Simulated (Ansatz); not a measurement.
## Two Ansatz runs on P

The cell comes from COD entry 1534547, which wasn't checked; take it as a given geometry. The listed cell was then made from it by scaling, straining or moving an atom.

First run: DFT, PBEsol, all-electron LAPW, scalar-relativistic (Ansatz 0.2.0).

Command: `ansatz run input.yaml --threads 1 --pin off --max-ram 2048MiB --backend cpu --events-out ev --progress --plain --runs-dir out` The run took 5.6 s on 1 thread of Arm Neoverse V1 (shared host), peak memory 0.23 GiB.

```yaml
crystal:
  lattice:
    - [4.2151558207, 0.0, 0.0]
    - [0.0, 4.2151558207, 0.0]
    - [0.0, 0.0, 4.3188305846]
  atoms:
    - { symbol: P, position: [0.0, 0.0, 0.0] }
kpoints:
  mp_grid: { grid: [10, 10, 9] }
scf:
  occupations: { method: fermi_dirac, width: 0.08 }
hamiltonian:
  xc: pbesol
  pseudopotentials: { kind: all_electron, lapw: { basis_error: 0.00025 } }
output:
  forces: true
  stress: true
  eigenvalues: true
```

Result: converged; pressure -4.15 GPa; 7 SCF iterations.

A second input differs as follows:

```diff
@@ -7,7 +7,8 @@
     - { symbol: P, position: [0.0, 0.0, 0.0] }
 kpoints:
-  mp_grid: { grid: [10, 10, 9] }
+  mp_grid: { grid: [10, 9, 10] }
 scf:
   occupations: { method: fermi_dirac, width: 0.08 }
+  max_iter: 60
 hamiltonian:
   xc: pbesol
```

**Question.** Does the change harm the result?

**Answer.** Not here: the run converged; energy at zero smearing +0.7 meV/atom from the first run; pressure -4.15 GPa; 6 SCF iterations, so the odd setting did no harm in this case.
